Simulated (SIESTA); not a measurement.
**ZrC in SIESTA: the effect of functional**

The system is ZrC.

```
Zr C
1.0
     0.00000    2.36500    2.36500
     2.36500    0.00000    2.36500
     2.36500    2.36500    0.00000
Zr C
1 1
Direct
  0.50000 0.50000 0.50000
  0.00000 0.00000 0.00000
```

Alike in all runs:

| Quantity | Value |
| --- | --- |
| Program | SIESTA 5.4.2 |
| Task | band structure |
| Basis | DZP (energy shift 0.003 Ry; two zetas on semicore shells) |
| Grid cutoff | 800 Ry |
| Energy shift | 0.003 Ry |
| k mesh | 10 × 10 × 10 |
| Occupations | fermi-dirac, width 0.05 eV |
| Spin | no spin polarisation |

```csv
functional,potentials or basis,pressure (GPa)
AM05,PseudoDojo 0.4 standard (PBEsol files),?
BLYP,PseudoDojo 0.4 standard (PBE files),6.7
vdW-DF-cx,PseudoDojo 0.4 standard (PBE files),-5.4
```

What does the run with functional AM05 give?

Pressure -7.0 GPa.

Caveats: the potentials were made for another functional, which shifts forces and pressure; the basis of atomic orbitals isn't converged, which shifts pressures, moduli and gaps.

Runs at the PBE level aren't shown here.
